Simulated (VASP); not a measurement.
## CdO2: optical spectrum with PBEsol

The system is CdO2.

```
Cd O
1.0
     3.47623    0.00000    0.00000
    -1.73811    3.01050    0.00000
     0.00000    0.00000    4.14808
Cd O
1 2
Direct
  0.00000 0.00000 0.00000
  0.33333 0.66667 0.24422
  0.66667 0.33333 0.75578
```

The cell comes from a database or a generator and needn't be the stable form of this composition.

```
Program                : VASP 6.6.1
Task                   : optical spectrum
Functional             : PBEsol
Potentials or basis    : VASP PAW PBE potentials, release 64 (Cd, O)
Cutoff                 : 520 eV
k mesh                 : 9 × 9 × 7
Occupations            : gaussian, width 0.02 eV
Spin                   : no spin polarisation
Further INCAR settings : ALGO = Normal; EDIFF = 1e-06; NBANDS = 44
```

| Quantity | Value |
| --- | --- |
| Pressure | -9.4 GPa |
| Largest force | 0.177 eV/Å |
| Band gap on the k mesh | none (metal or under the smearing width) |

Forces on the atoms (eV/Å):
```
Cd   0.000  0.000  0.000
O    0.000  0.000 -0.177
O    0.000  0.000  0.177
```

Stress tensor (GPa, compression positive):
```
-9.71  0.00  0.00
 0.00 -9.71  0.00
 0.00  0.00 -8.86
```

Levels at points of the mesh, in eV from the Fermi level:
```
           k point  band 9  band 10  band 11  band 12  band 13  band 14  band 15  band 16
(0.00, 0.00, 0.00)   -0.93    -0.93    -0.06    -0.06     0.06     3.21     8.38    13.55
```

Dielectric function (mean over the directions given):
| energy (eV) | real part | imaginary part |
| --- | --- | --- |
| 0.31 | -24.25 | 137.97 |
| 0.93 | -7.57 | 29.31 |
| 1.63 | -5.71 | 5.84 |
| 2.33 | -3.25 | 3.25 |
| 2.95 | -1.53 | 0.66 |
| 3.64 | 0.55 | 0.16 |
| 4.34 | 1.51 | 0.00 |
| 5.04 | 2.17 | 1.99 |
| 5.66 | 2.43 | 0.76 |
| 6.36 | 2.93 | 2.23 |
| 7.05 | 1.94 | 2.53 |
| 7.67 | 2.13 | 1.12 |
| 8.37 | 2.34 | 2.08 |
| 9.07 | 2.30 | 3.08 |
| 9.77 | 0.64 | 1.29 |
| 10.39 | 1.23 | 0.88 |
| 11.09 | 1.61 | 1.53 |
| 11.78 | 1.70 | 2.19 |
| 12.48 | 1.30 | 0.80 |
| 13.10 | 1.06 | 1.53 |
| 13.80 | 1.27 | 1.85 |
| 14.50 | 1.84 | 1.38 |
| 15.12 | 0.61 | 2.64 |
| 15.81 | 1.09 | 0.80 |
| 16.51 | 0.88 | 1.47 |
| 17.21 | 0.58 | 0.85 |
| 17.83 | 0.52 | 1.02 |
| 18.53 | 0.53 | 1.82 |
| 19.23 | 0.51 | 1.38 |
| 19.92 | 0.58 | 1.15 |

It took 43 s on 1 thread of Intel(R) Xeon(R) 6975P-C (Granite Rapids), with other jobs on the host, peak memory 0.31 GiB.

Caveat: spectra need much finer meshes, so this one isn't converged; independent-particle spectra lack excitons; the intraband (Drude) part of a metal's response may be missing; the PAW data sets were made with another functional, which shifts forces and pressure a little.
